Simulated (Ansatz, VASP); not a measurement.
## C in VASP and in Ansatz

```
CELL_PARAMETERS angstrom
2.59694 0.00000 0.00000
-1.29847 2.24902 0.00000
0.00000 0.00000 8.64124
ATOMIC_POSITIONS crystal
C 0.50000 0.50000 0.05604
C 0.50000 0.00000 0.72270
C 0.00000 0.50000 0.38937
C 0.50000 0.50000 0.61063
C 0.50000 0.00000 0.27730
C 0.00000 0.50000 0.94396
C 0.00000 0.00000 0.50000
C 0.00000 0.00000 0.16667
C 0.00000 0.00000 0.83333
```

Alike in both runs: functional PBE; k mesh 12 × 12 × 2; occupations gaussian, width 0.1 eV; no spin polarisation.

Ansatz relaxed the structure, and its values are those at the end. VASP's run is a single point on that final structure, the one shown.

|  | VASP | Ansatz |
| --- | --- | --- |
| version | VASP 6.6.1 | Ansatz 0.2.0 |
| potentials or method | VASP PAW PBE potentials, release 64 (C) | scalar-relativistic, plane waves, PAW |
| plane-wave cutoff (eV) | 520 | 420 |
| valence electrons in the cell | 36 | 36 |

```tsv
	VASP	Ansatz	Ansatz less VASP
gap on the k mesh at the Fermi level (eV)	1.35	1.36	+0.006
least direct gap on the mesh (eV)	3.40	3.41	+0.005
pressure (GPa)	0.7	0.3	-0.45
```

With one functional, cell and mesh, what is left measures potentials, basis and numerics.
